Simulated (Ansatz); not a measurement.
Here is an Ansatz 0.2.0 calculation.

input.yaml

```yaml
crystal:
  lattice:
    - [-1.72585, 1.72585, 5.84]
    - [1.72585, -1.72585, 5.84]
    - [1.72585, 1.72585, -5.84]
  atoms:
    - { symbol: Nb, position: [0.5, 0.0, 0.5] }
    - { symbol: Nb, position: [0.75, 0.75, 0.0] }
    - { symbol: As, position: [0.916, 0.416, 0.5] }
    - { symbol: As, position: [0.166, 0.166, 0.0] }
hamiltonian:
  xc: { exchange: pbe, correlation: pbe, exx: { coeff: 0.35 } }
  pseudopotentials: { kind: paw }
kpoints:
  mp_grid: { grid: [6, 6, 6] }
scf:
  occupations: { method: fermi_dirac, width: 0.05 }
output:
  forces: true
  stress: true
  eigenvalues: true
```

Potentials or basis: Ansatz PAW.

Run with:

```bash
$ ansatz run input.yaml --threads 2 --pin off --max-ram 5632MiB --backend cpu --events-out ev --progress --plain --runs-dir out
```

Question: What does it give for the pressure?

Answer: -3.3 GPa.

Question: Predict the band gap on the k mesh.

Answer: 0.60 eV, indirect (least direct gap 0.68 eV).

Stress tensor (GPa, compression positive):
```
-4.28  0.00  0.00
 0.00 -4.28  0.00
 0.00  0.00 -1.34
```

Caveat: the k mesh is coarse (spacing up to 0.43 Å⁻¹), so the values aren't converged, least of all with exact exchange; the PAW data sets come from PBE, with cores solved anew for the run's functional, which leaves a small shift of forces and pressure; the thresholds are loose for stress. A k mesh can miss the band edges.
